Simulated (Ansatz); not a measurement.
**ZrB2 (AlB2 type): a single-point run**

The task is a single-point run on ZrB2 (AlB2 type). The structure is shown as the input types it.

Program: Ansatz 0.2.0. Level of theory: DFT PBE, scalar-relativistic, plane waves, PAW. These are calculated values, not measurements.

1 further run of the same task is left out (set aside as unsound or not needed).

## 1. The system as given

It takes space group P6/mmm (No. 191, hexagonal). The conventional cell has a = 3.171 Å, b = 3.171 Å, c = 3.543 Å, α = 90.00°, β = 90.00°, γ = 120.00°. Zr (site symmetry 6/mmm) is surrounded by 12 B at 2.55 Å. Around B (site symmetry -6m2) lie 3 B at 1.83 Å and 6 Zr at 2.55 Å.

The input asks for a charge of -6 e on the cell.

Structure file:

```
Zr B
1.0
     3.17096    0.00000    0.00000
    -1.58548    2.74613    0.00000
     0.00000    0.00000    3.54279
Zr B
1 2
Direct
  0.00000 0.00000 0.00000
  0.33333 0.66667 0.50000
  0.66667 0.33333 0.50000
```

## 2. Input and run

input.yaml reads:

```yaml
crystal:
  lattice:
    - [3.170958102715, -2.886750187723e-11, 0.0]
    - [-1.585479051332, 2.746130271302, 0.0]
    - [0.0, 0.0, 3.5427929303]
  atoms:
    - { symbol: Zr, position: [0.0, 0.0, 0.0] }
    - { symbol: B, position: [0.3333333333333, 0.6666666666667, 0.5] }
    - { symbol: B, position: [0.6666666666667, 0.3333333333333, 0.5] }
basis:
  ecutwfc: 420
  ecutrho_ratio: 4
kpoints:
  mp_grid: { grid: [12, 12, 10] }
hamiltonian:
  xc: pbe
scf:
  occupations: { method: gaussian, width: 0.05 }
  max_iter: 60
output:
  forces: true
  stress: true
total_charge: -6
```

On the command line:

```sh
ansatz run input.yaml --threads 2 --pin off --max-ram 2662MiB --backend cpu --events-out ev --progress --plain --runs-dir out
```

**Question.** How will this run end, and is anything wrong with its input?

The program finished normally. It gives a pressure of -193 GPa, which is large.

The suspect setting: total_charge is -6. With this charge the calculation describes a differently charged system.

Run again and compare: delete total_charge (the default then holds).
